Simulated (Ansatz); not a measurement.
# GaP: the cost of one run

Method: DFT PBE, scalar-relativistic, plane waves, PAW, in Ansatz 0.2.0.

1 further run of the same task is left out (set aside as unsound or not needed).

### 1 The structure to begin with

Symmetry: P-6m2, No. 187, hexagonal system. Conventional cell: a = 3.897 Å, b = 3.897 Å, c = 35.549 Å, α = 90.00°, β = 90.00°, γ = 120.00°. Around Ga (site symmetry 3m) lie 3 P at 2.28 Å. P (site symmetry 3m) has 3 Ga at 2.28 Å as nearest neighbours.

Structure file:

```cif
data_structure
_symmetry_space_group_name_H-M 'P 1'
_symmetry_Int_Tables_number 1
_cell_length_a 3.8967
_cell_length_b 3.8967
_cell_length_c 35.5495
_cell_angle_alpha 90.000
_cell_angle_beta 90.000
_cell_angle_gamma 120.000
_cell_volume 467.48
loop_
_atom_site_label
_atom_site_type_symbol
_atom_site_fract_x
_atom_site_fract_y
_atom_site_fract_z
_atom_site_occupancy
Ga1 Ga 0.33333 0.66667 0.19540 1
Ga2 Ga 0.33333 0.66667 0.33906 1
P1 P 0.00000 0.00000 0.18453 1
P2 P 0.00000 0.00000 0.34994 1
```

It is the end of an earlier relaxation with the same method, from a generated guess; it is a trial structure. At a tolerance of 0.02 Å it has layer group p-6m2 (No. 78); it has 3.29 Å²/atom, an uncorrected energy of +0.00 eV/atom over the elements.

Only a and b are periodic; c spans vacuum, so the box's volume, pressure and space group aren't properties of the sheet.

### 2 Static run: bands, density of states and charges

The input, input.yaml:

```yaml
crystal:
  lattice:
    - [3.8967407939, 3.141e-07, 0.0]
    - [-1.948370669, 3.3746763624, 0.0]
    - [0.0, 0.0, 35.5494646826]
  atoms:
    - { symbol: Ga, position: [0.3333333333, 0.6666666667, 0.1954031596] }
    - { symbol: Ga, position: [0.3333333333, 0.6666666667, 0.3390633976] }
    - { symbol: P, position: [0.0, 0.0, 0.1845292303] }
    - { symbol: P, position: [0.0, 0.0, 0.3499373269] }
  periodic: [true, true, false]
basis:
  ecutwfc: 420
kpoints:
  mp_grid: { grid: [12, 12, 1] }
  band_path:
    path:
      - [0.0, 0.0, 0.0]
      - [0.5, 0.0, 0.0]
      - [0.33333333, 0.33333333, 0.0]
      - [0.0, 0.0, 0.0]
    npoints: 14
hamiltonian:
  xc: pbe
scf:
  occupations: { method: gaussian, width: 0.02 }
  n_extra_bands: 10
output:
  forces: true
  stress: true
  eigenvalues: true
  populations: true
  dos: { projected: true, de: 0.02, nscf_kmesh: { grid: [18, 18, 1] } }
  bader: true
  write_density: true
  write_potential: true
  elf: true
  volumetric_format: npy
```

Started as:

```
$ ansatz run input.yaml --threads 1 --pin off --max-ram 2048MiB --backend cpu --events-out ev --progress --plain --runs-dir out
```

What time and memory should one allow on 1 thread of Arm Neoverse V2, shared host?

About 2.4 min, with a peak of 0.7 GiB.
